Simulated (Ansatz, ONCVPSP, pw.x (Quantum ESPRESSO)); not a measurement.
## Ga: does the ONCV potential hold in the solid?

ONCVPSP 4.0.1.1 (patched build) input, shortened (lines: element, Z, core and valence counts, functional; n l f; lmax; l rc ep ncon nbas qcut; lloc lpopt rc5 dvloc0; l nproj debl; icmod fcfact rcfact), PBE, scalar-relativistic:

```
  Ga 31.00    6    2        4      upf
    1    0    2.00
    2    0    2.00
    2    1    6.00
    3    0    2.00
    3    1    6.00
    3    2   10.00
    4    0    2.00
    4    1    1.00
    2
    0    1.95    0.00    3    7    3.80
    1    1.95    0.00    4    7    4.60
    2    2.45    0.38    4    8    3.50
    1    5    1.95    0.00
    0    3    2.20
    1    0    2.90
    2    2    4.00
    2    0.75    1.15
```

Atomic tests: cutoffs needed: 6.2 Ha and 17 Ha (the cutoffs (Ha) at which the residual kinetic energy of the hardest occupied pseudo-wave falls to 1 and 0.1 mHa per electron) The cutoffs count occupied waves only; projector 2 of the d channel, the hardest unoccupied one, needs 40 Ha at the loose tolerance.; ghost test: no bound ghost flagged; GHOST(+) flagged for s at 261.4 eV; largest excitation error: -125 meV (all-electron minus pseudo) for 4s1 4p0, out of 4 test configurations.

Crystal test: fcc Ga in pw.x 7.5, no spin, 13³ k-points, Fermi–Dirac smearing 0.01 Ry, cutoffs 50/200 Ry. The reference is all-electron LAPW (Ansatz 0.2.0) with the same functional, mesh and smearing; V0 and B0 come from Birch–Murnaghan fits to the pressures at five volumes. Errors are pseudo minus all-electron; Δ is the rms difference of the E(V) curves that follow from these fits, minima aligned, over ±6 % about the mean V0. Mesh and smearing are coarse, so the numbers serve the comparison and aren't converged zero-temperature values; the lattice is a test structure that the element need not adopt.

| V (Å³/atom) | P all-electron (GPa) | P pseudo (GPa) |
| --- | --- | --- |
| 18.074 | 2.74 | -1.29 |
| 18.549 | 1.23 | -2.47 |
| 19.025 | -0.07 | -3.48 |
| 19.501 | -1.20 | -4.34 |
| 19.976 | -2.17 | -5.07 |

All-electron: a0 = 4.236 Å (V0 = 19.00 Å³/atom), B0 = 48.8 GPa.

Pseudopotential: mean pressure error (GPa): -3.43. The pressure does not cross zero within the volumes sampled, so no fit is given. This is a poor potential for the solid.

**Question.** At the middle volume, how do free energy and pressure move when the wave cutoff is lowered (ecutrho kept at four times it)?

**Answer.**

```csv
cutoff (Ry),shift of F (meV/atom),shift of P (GPa)
22,+7.1,-0.02
30,+3.3,+0.02
40,+1.7,-0.05
```

The run at the middle volume (84 k-points, 6 iterations) took about 7.9 s on one core of a shared host (Neoverse-N1, 64 threads, 124 GiB, load 52).
